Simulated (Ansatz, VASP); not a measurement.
# YRh: VASP beside Ansatz

One calculation is typed for both programs; each brings its own data sets and cutoff. How far apart do they land? The structure shown is the end of the VASP relaxation below.

Method: plane waves, with VASP 6.6.1 beside it; single point at PBEsol and band structure at PBEsol, in Ansatz 0.2.0.

## (1) The starting structure

The cell holds 10 atoms: 5 Y and 5 Rh. Its edges and angles: a = 3.407 Å, b = 4.818 Å, c = 24.636 Å, α = 90.0°, β = 90.0°, γ = 90.0°. It derives from YRh. The (1 1 0) slab of YRh, cut from the database cell (so at first; earlier steps may have moved the atoms). Vacuum lies along c.

Structure file:

```cif
data_structure
_symmetry_space_group_name_H-M 'P 1'
_symmetry_Int_Tables_number 1
_cell_length_a 3.4070
_cell_length_b 4.8182
_cell_length_c 24.6365
_cell_angle_alpha 90.000
_cell_angle_beta 90.000
_cell_angle_gamma 90.000
_cell_volume 404.42
loop_
_atom_site_label
_atom_site_type_symbol
_atom_site_fract_x
_atom_site_fract_y
_atom_site_fract_z
_atom_site_occupancy
Y1 Y 0.50000 0.00000 0.30443 1
Y2 Y 0.50000 0.50000 0.40221 1
Y3 Y 0.50000 0.00000 0.50001 1
Y4 Y 0.50000 0.50000 0.59619 1
Y5 Y 0.50000 0.00000 0.69546 1
Rh6 Rh 0.00000 0.50000 0.30443 1
Rh7 Rh 0.00000 0.00000 0.40221 1
Rh8 Rh 0.00000 0.50000 0.49868 1
Rh9 Rh 0.00000 0.00000 0.59912 1
Rh10 Rh 0.00000 0.50000 0.68412 1
```

## (2) VASP: relaxation, PBEsol

This run makes the geometry at which the two programs are then compared.

Lines of VASP's logs that name or quote its potential files are left out, and so is its time.

INCAR

```
SYSTEM = YRh
PREC = Normal
ENCUT = 300
EDIFF = 1E-05
NELM = 120
ISMEAR = 1
SIGMA = 0.2
LREAL = .FALSE.
ALGO = Fast
GGA = PS
NBANDS = 62
LORBIT = 11
LWAVE = .FALSE.
LCHARG = .FALSE.
KPAR = 2
IBRION = 2
NSW = 40
ISIF = 2
EDIFFG = -0.03
POTIM = 0.4
MAXMIX = 40
IDIPOL = 3
LDIPOL = .TRUE.
DIPOL = 0.5 0.5 0.5
```

POSCAR

```
YRh
1.0
    3.4070000000      0.0000000000      0.0000000000
    0.0000000000      4.8182256070      0.0000000000
    0.0000000000      0.0000000000     24.6364512140
Y Rh
5 5
Selective dynamics
Direct
    0.5000000000      0.0000000000      0.3044269600  F F F
    0.5000000000      0.5000000000      0.4022134800  F F F
    0.5000000000      0.0000000000      0.5000000000  T T T
    0.5000000000      0.5000000000      0.5977865200  T T T
    0.5000000000      0.0000000000      0.6955730400  T T T
    0.0000000000      0.5000000000      0.3044269600  F F F
    0.0000000000      0.0000000000      0.4022134800  F F F
    0.0000000000      0.5000000000      0.5000000000  T T T
    0.0000000000      0.0000000000      0.5977865200  T T T
    0.0000000000      0.5000000000      0.6955730400  T T T
```

KPOINTS

```
Automatic mesh
0
Gamma
8 6 1
0 0 0
```

The projector-augmented-wave data sets are Y_sv and Rh (PBE family, release 64).

On the command line:

```
mpirun -np 2 vasp_std
```

Numbers of over 12 decimals in the logs are rounded to 6 here.

Output:

```text
[banner, memory and clock lines left out]
running    2 mpi-ranks, on    1 nodes
 distrk:  each k-point on    1 cores,    2 groups
 distr:  one band on    1 cores,    1 groups

 POSCAR found type information on POSCAR Y Rh
 POSCAR found :  2 types and      10 ions
|                                                                             |
|               ----> ADVICE to this user running VASP <----                  |
|                                                                             |
|     You enforced a specific xc type in the INCAR file but a different       |
|     [... a line on the potential file left out ...]
|     I HOPE YOU KNOW WHAT YOU ARE DOING!                                     |
|                                                                             |

 LDA part: xc-table for (Slater+PW92), standard interpolation
 POSCAR, INCAR and KPOINTS ok, starting setup
 FFT: planning ... GRIDC
 FFT: planning ... GRID_SOFT
 FFT: planning ... GRID
 WAVECAR not read
 entering main loop
       N       E                     dE             d eps       ncg     rms          rms(c)
DAV:   1     0.514214657802E+03    0.51421E+03   -0.37010E+04  2848   0.984E+02
DAV:   2    -0.310647935633E+02   -0.54528E+03   -0.52194E+03  2736   0.296E+02
DAV:   3    -0.795152506393E+02   -0.48450E+02   -0.47395E+02  4154   0.602E+01
DAV:   4    -0.848826954239E+02   -0.53674E+01   -0.53403E+01  4122   0.178E+01
DAV:   5    -0.852548346783E+02   -0.37214E+00   -0.37202E+00  3832   0.423E+00    0.774E+01
RMM:   6    -0.830148705107E+02    0.22400E+01   -0.17584E+01  3031   0.954E+00    0.519E+01
RMM:   7    -0.133393543539E+03   -0.50379E+02   -0.11251E+02  3717   0.267E+01    0.724E+01
RMM:   8    -0.946924408783E+02    0.38701E+02   -0.11467E+02  3627   0.273E+01    0.380E+01
RMM:   9    -0.816931515141E+02    0.12999E+02   -0.36331E+01  3640   0.176E+01    0.120E+01
RMM:  10    -0.870271506921E+02   -0.53340E+01   -0.84342E+00  3539   0.535E+00    0.257E+01
RMM:  11    -0.801718190083E+02    0.68553E+01   -0.21456E+00  2978   0.385E+00    0.700E+00
RMM:  12    -0.798687971250E+02    0.30302E+00   -0.69464E-01  3584   0.192E+00    0.562E+00
RMM:  13    -0.797496222469E+02    0.11917E+00   -0.41566E-01  3428   0.153E+00    0.453E+00
RMM:  14    -0.795859627636E+02    0.16366E+00   -0.72042E-01  3485   0.180E+00    0.253E+00
RMM:  15    -0.796136503699E+02   -0.27688E-01   -0.37050E-01  3497   0.150E+00    0.279E+00
RMM:  16    -0.796087741939E+02    0.48762E-02   -0.10051E-01  3263   0.996E-01    0.179E+00
RMM:  17    -0.795786590868E+02    0.30115E-01   -0.40201E-02  3306   0.568E-01    0.111E+00
RMM:  18    -0.795647077978E+02    0.13951E-01   -0.43121E-02  3341   0.531E-01    0.618E-01
RMM:  19    -0.795623770959E+02    0.23307E-02   -0.14447E-02  3753   0.267E-01    0.291E-01
RMM:  20    -0.795627852097E+02   -0.40811E-03   -0.28263E-03  3817   0.118E-01    0.190E-01
RMM:  21    -0.795632359858E+02   -0.45078E-03   -0.16143E-03  3625   0.106E-01    0.177E-01
RMM:  22    -0.795630825805E+02    0.15341E-03   -0.88841E-04  3663   0.616E-02    0.694E-02
RMM:  23    -0.795631124873E+02   -0.29907E-04   -0.29591E-04  3432   0.402E-02    0.478E-02
WARNING in EDDRMM: call to ZHEGV failed, returncode =   8  4     36
RMM:  24    -0.795631293923E+02   -0.16905E-04   -0.11593E-04  2922   0.250E-02    0.447E-02
RMM:  25    -0.795631706674E+02   -0.41275E-04   -0.12124E-04  2938   0.240E-02    0.297E-02
RMM:  26    -0.795632366741E+02   -0.66007E-04   -0.48632E-05  2071   0.143E-02    0.159E-02
RMM:  27    -0.795633439261E+02   -0.10725E-03   -0.30941E-05  1815   0.114E-02    0.757E-03
RMM:  28    -0.795634489164E+02   -0.10499E-03   -0.20321E-05  1590   0.869E-03    0.958E-03
RMM:  29    -0.795634714481E+02   -0.22532E-04   -0.77135E-06  1370   0.639E-03    0.277E-03
RMM:  30    -0.795635302035E+02   -0.58755E-04   -0.75410E-06  1367   0.595E-03    0.350E-03
RMM:  31    -0.795635456782E+02   -0.15475E-04   -0.19412E-06   902   0.433E-03    0.209E-03
RMM:  32    -0.795635543315E+02   -0.86533E-05   -0.24222E-06   910   0.438E-03
   1 F= -.79563554E+02 E0= -.79562994E+02  d E =-.795636E+02
[... from here on, the cycles between the ionic steps are left out ...]
   9 F= -.79707676E+02 E0= -.79707632E+02  d E =-.313932E-02
  10 F= -.79707676E+02 E0= -.79707620E+02  d E =-.313905E-02
[...]
WARNING in EDDRMM: call to ZHEGV failed, returncode =   6  3     36
  11 F= -.79708445E+02 E0= -.79708272E+02  d E =-.769358E-03
[...]
WARNING in EDDRMM: call to ZHEGV failed, returncode =   8  4     27
WARNING in EDDRMM: call to ZHEGV failed, returncode =   8  4     51
  12 F= -.79709084E+02 E0= -.79708616E+02  d E =-.140752E-02
  13 F= -.79709574E+02 E0= -.79709042E+02  d E =-.490025E-03
[...]
WARNING in EDDRMM: call to ZHEGV failed, returncode =   6  3     29
[...]
WARNING in EDDRMM: call to ZHEGV failed, returncode =   6  3     29
[...]
WARNING in EDDRMM: call to ZHEGV failed, returncode =   6  3     41
  14 F= -.79710591E+02 E0= -.79709903E+02  d E =-.150777E-02
[...]
WARNING in EDDRMM: call to ZHEGV failed, returncode =   6  3     20
  15 F= -.79710630E+02 E0= -.79709611E+02  d E =-.154642E-02
  16 F= -.79710943E+02 E0= -.79710073E+02  d E =-.185954E-02
  17 F= -.79711306E+02 E0= -.79710413E+02  d E =-.362599E-03
 trial-energy change:   -0.000363  1 .order   -0.000379   -0.000489   -0.000270
 step:   4.6916(harm=  4.6916)  dis= 0.00667  next Energy=   -79.711488 (dE=-0.545E-03)
 bond charge predicted
       N       E                     dE             d eps       ncg     rms          rms(c)
DAV:   1    -0.797111981064E+02    0.98729E-04   -0.40761E-01  2480   0.199E+00    0.241E-01
RMM:   2    -0.797113833548E+02   -0.18525E-03   -0.37043E-03  2518   0.246E-01    0.620E-02
RMM:   3    -0.797114422805E+02   -0.58926E-04   -0.67306E-04  3341   0.770E-02    0.655E-02
RMM:   4    -0.797114653176E+02   -0.23037E-04   -0.13878E-04  2914   0.285E-02    0.534E-02
WARNING in EDDRMM: call to ZHEGV failed, returncode =   6  3     30
RMM:   5    -0.797114770125E+02   -0.11695E-04   -0.33461E-05  1862   0.144E-02    0.425E-02
RMM:   6    -0.797114816194E+02   -0.46069E-05   -0.13790E-05  1568   0.977E-03
  18 F= -.79711482E+02 E0= -.79710563E+02  d E =-.538521E-03
 curvature:  -3.76 expect dE=-0.873E-04 dE for cont linesearch -0.202E-06
 trial: gam= 0.10848 g(F)=  0.232E-04 g(S)=  0.000E+00 ort = 0.447E-05 (trialstep = 0.262E+01)
 search vector abs. value=  0.286E-04
 reached required accuracy - stopping structural energy minimisation
```

OUTCAR, selected parts (step 2):

```text
ion  position               nearest neighbor table
   1  0.500  0.000  0.304-   6 2.95   6 2.95   6 2.95   6 2.95   7 2.95   7 2.95   2 3.41   2 3.41

  LATTYP: Found a simple orthorhombic cell.
 ALAT       =     3.4070000000
 B/A-ratio  =     1.4142135624
 C/A-ratio  =     7.2311274476

 Subroutine GETGRP returns: Found  8 space group operations
 (whereof  8 operations were pure point group operations)

The static configuration has the point symmetry D_2h.

 Found     20 irreducible k-points:

   k-points           NKPTS =     20   k-points in BZ     NKDIM =     20   number of bands    NBANDS=     62

   dimension x,y,z NGX =    14 NGY =   20 NGZ =  108
   dimension x,y,z NGXF=    28 NGYF=   40 NGZF=  216

   ENCUT  =  300.0 eV  22.05 Ry    4.70 a.u.   4.81  6.80 34.79*2*pi/ulx,y,z

   NELECT =     100.0000    total number of electrons

 k-points in reciprocal lattice and weights: Automatic mesh
   0.00000000  0.00000000  0.00000000       0.021
   0.12500000  0.00000000  0.00000000       0.042
   0.25000000  0.00000000  0.00000000       0.042
   0.37500000  0.00000000  0.00000000       0.042
   0.50000000  0.00000000  0.00000000       0.021
   0.00000000  0.16666667  0.00000000       0.042
   0.12500000  0.16666667  0.00000000       0.083
   0.25000000  0.16666667  0.00000000       0.083
   0.37500000  0.16666667  0.00000000       0.083
[...]
0.37500000  0.50000000  0.00000000       0.042
   0.50000000  0.50000000  0.00000000       0.021

 dipolmoment           0.000000      0.000000     -0.035054 electrons x Angstroem

 average (electrostatic) potential at core
       1 -39.1120       2 -38.3691       3 -38.5687       4 -38.1599       5 -39.1413
       6 -70.8141       7 -71.2823       8 -71.2558       9 -71.2712      10 -70.9071

 E-fermi :   1.2767

 k-point     1 :       0.0000    0.0000    0.0000
  band No.  band energies     occupation
    ...
     46       0.1252      2.00000
     47       0.3203      2.00000
     48       0.3587      2.00000
     49       0.6028      2.00002
     50       1.1906      1.65954
     51       2.4020     -0.00000
     52       2.4782     -0.00000
     53       2.9668     -0.00000
     54       3.0146     -0.00000
     55       3.1841     -0.00000
    ...

 k-point     2 :       0.1250    0.0000    0.0000
  band No.  band energies     occupation
    ...
     46       0.0266      2.00000
     47       0.2786      2.00000
     48       0.3956      2.00000
     49       0.5979      2.00002
     50       1.1335      1.93097
     51       2.3625     -0.00000
     52       2.4209     -0.00000
     53       2.7995     -0.00000
     54       2.8597     -0.00000
     55       3.1656     -0.00000
    ...

 k-point     3 :       0.2500    0.0000    0.0000
  band No.  band energies     occupation
    ...
     46       0.0120      2.00000
     47       0.0891      2.00000
     48       0.4064      2.00000
     49       0.5656      2.00001
     50       1.0233      2.07039
     51       1.7432     -0.00474
     52       1.9282     -0.00004
     53       2.2522     -0.00000
     54       2.5992     -0.00000
     55       2.8183     -0.00000
    ...

  Total       -7.8285494     -8.1871449     -2.3736829      0.0000000      0.0000000      0.0000000
  in kB      -31.0137629    -32.4343834     -9.4036374      0.0000000      0.0000000      0.0000000
  external PRESSURE =     -24.2839279 kB  Pullay stress =       0.0000000 kB

  energy-cutoff  :      300.00
  volume of cell :      404.42
      direct lattice vectors                 reciprocal lattice vectors
     3.407000000  0.000000000  0.000000000     0.293513355  0.000000000  0.000000000
     0.000000000  4.818225607  0.000000000     0.000000000  0.207545284  0.000000000
     0.000000000  0.000000000 24.636451214     0.000000000  0.000000000  0.040590262

 POSITION                                       TOTAL-FORCE (eV/Angst)
 -----------------------------------------------------------------------------------
      1.70350      0.00000      7.50000         0.000000      0.000000     -0.273362
      1.70350      2.40911      9.90911         0.000000      0.000000     -0.541078
      1.70350      0.00000     12.31844         0.000000      0.000000     -0.003875
      1.70350      2.40911     14.68789         0.000000      0.000000      0.012063
      1.70350      0.00000     17.13370         0.000000      0.000000     -0.016670
      0.00000      2.40911      7.50000         0.000000      0.000000      1.006768
      0.00000      0.00000      9.90911         0.000000      0.000000     -0.192315
      0.00000      2.40911     12.28565         0.000000      0.000000      0.010603
      0.00000      0.00000     14.76018         0.000000      0.000000      0.003847
      0.00000      2.40911     16.85437         0.000000      0.000000     -0.005982
 -----------------------------------------------------------------------------------
    total drift:                                0.000000     -0.000000      0.007263

  FREE ENERGIE OF THE ION-ELECTRON SYSTEM (eV)
  ---------------------------------------------------
  free  energy   TOTEN  =       -79.7114816194 eV

  energy  without entropy=      -79.7087271483  energy(sigma->0) =      -79.71056346

 reached required accuracy - stopping structural energy minimisation

 vacuum level on the upper side and lower side of the slab         4.695         4.988

 total charge
# of ion       s       p       d       f       tot
--------------------------------------------------
    1        2.283   6.309   0.961   0.043   9.596
    2        2.278   6.438   1.061   0.059   9.835
    3        2.280   6.426   1.051   0.056   9.812
    4        2.289   6.461   1.135   0.070   9.956
    5        2.284   6.302   0.968   0.042   9.596
    6        0.482   0.202   7.565   0.000   8.249
    7        0.502   0.296   7.553   0.000   8.350
    8        0.502   0.290   7.577   0.000   8.369
    9        0.499   0.304   7.549   0.000   8.351
   10        0.494   0.241   7.600   0.000   8.335
--------------------------------------------------
tot         13.891  33.269  43.020   0.270  90.450

[... 3 further parts left out ...]
```

CONTCAR:

```
YRh
   1.00000000000000
     3.4070000000000000    0.0000000000000000    0.0000000000000000
     0.0000000000000000    4.8182256069999996    0.0000000000000000
     0.0000000000000000    0.0000000000000000   24.6364512140000009
  Y               Rh
     5     5
Selective dynamics
Direct
     0.5000000000000000    0.0000000000000000    0.3044269600000007   F   F   F
     0.5000000000000000    0.5000000000000000    0.4022134800000003   F   F   F
     0.5000000000000000    0.0000000000000000    0.5000088011486785   T   T   T
     0.5000000000000000    0.5000000000000000    0.5961853117701688   T   T   T
     0.5000000000000000    0.0000000000000000    0.6954612123682175   T   T   T
     0.0000000000000000    0.5000000000000000    0.3044269600000007   F   F   F
     0.0000000000000000    0.0000000000000000    0.4022134800000003   F   F   F
     0.0000000000000000    0.5000000000000000    0.4986776333157023   T   T   T
     0.0000000000000000    0.0000000000000000    0.5991196843450383   T   T   T
     0.0000000000000000    0.5000000000000000    0.6841234813469312   T   T   T
```

[end of part 1 of 2]

[Lines on the potential files, build, host, timing and source positions are cut from VASP's logs without a mark.]

[Logs are printed without paths, hosts, clocks, repeated set-up lines and the standing remarks that a program may print on its own settings, such as how far it seeks lower states.]

[Hosts, paths, dates, database ids (printed as entryN), source tags and the programs' standing remarks are cut or masked in the printed files.]
